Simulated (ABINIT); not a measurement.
Runs of ABINIT 10.8.3 (patched build) on ZnS. Symmetry: F-43m, No. 216, cubic system. The conventional cell has a = 5.404 Å, b = 5.404 Å, c = 5.404 Å, α = 90.00°, β = 90.00°, γ = 90.00°. Zn (site symmetry -43m) is surrounded by 4 S at 2.34 Å. Around S (site symmetry -43m) lie 4 Zn at 2.34 Å. 

```csv
task,level,potentials or basis,cutoff (eV),fine-grid cutoff,gap on the mesh (eV),V0 of scaled cells (Å³/atom),B0 (GPa)
equation of state,PBE,JTH PAW PBE v2.0,544,1088.46 eV,-,(a),70
band structure,LDA-VWN,PseudoDojo NC SR LDA v0.4.1 standard,980,-,1.86,-,-
equation of state,PBEsol,JTH PAW PBE v2.0,408,816.342 eV,-,(c),80
band structure,OLYP,JTH PAW PBE v2.0,544,1088.46 eV,(d),-,-
equation of state,revPBE+D3(BJ),JTH PAW PBE v2.0,544,1088.46 eV,-,19.13,79
equation of state,PBE+D2,JTH PAW PBE v2.0,544,1088.46 eV,-,19.30,76
band structure,revPBE,JTH PAW PBE v2.0,544,1088.46 eV,(b),-,-
band structure,rPW86PBE,JTH PAW PBE v2.0,544,1088.46 eV,2.00,-,-
```

Alike in all rows: no spin polarisation; cell as given; k mesh 9 × 9 × 9; smearing fermi-dirac 0.05 eV.

Task: Estimate the missing entries.

Result: (a) 20.15; (b) 2.22; (c) 19.22; (d) 2.59.

Caveats: the PAW data sets were made with another functional, which shifts forces and pressure a little (some runs); pressures at fixed basis lie under the slope of the energies (some runs).

The runs don't all hold the same shells in valence.
